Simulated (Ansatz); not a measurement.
# I: single point with PBEsol

Crystal: I.

```xyz
4
Lattice="3.6350 -2.3950 0.0000 3.6350 2.3950 0.0000 0.0000 0.0000 9.7934" Properties=species:S:1:pos:R:3 pbc="T T T"
I     3.6350   -0.7152    3.7646
I     3.6350    1.6799    1.1321
I     3.6350    0.7152    6.0288
I     3.6350   -1.6799    8.6613
```

```
Program             : Ansatz 0.2.0
Task                : single point
Functional          : PBEsol
Potentials or basis : all-electron LAPW, scalar-relativistic
Cutoff              : 275 eV (chosen from the basis error)
Basis error allowed : 0.001 eV/atom
k mesh              : 7 × 7 × 3
Occupations         : fermi-dirac, width 0.05 eV
Spin                : no spin polarisation
```

```
Pressure               : 0.1 GPa
Largest force          : 0.759 eV/Å
Band gap on the k mesh : 1.29 eV, indirect (least direct gap 1.38 eV)
```

Forces in eV/Å, atoms in the order of the input:
```
I    0.000 -0.332 -0.682
I    0.000 -0.332  0.682
I    0.000  0.332  0.682
I    0.000  0.332 -0.682
```

Stress tensor (GPa, compression positive):
```
 0.01  0.00  0.00
 0.00 -0.41  0.00
 0.00  0.00  0.66
```

Levels at points of the mesh, in eV from the valence-band top:
```csv
k point,band 48,band 49,band 50,band 51,band 52,band 53
"(0.00, 0.00, 0.00)",-0.55,-0.06,0.00,1.38,2.22,5.13
```

Run time: 29 s on 2 threads of AMD EPYC 7R13 Processor (Zen 3), with other jobs on the host, peak memory 0.62 GiB.

Caveat: spin-orbit coupling is left out, which moves the levels of the heavy elements; an odd mesh through Γ misses points on the zone boundary, where band edges often lie.
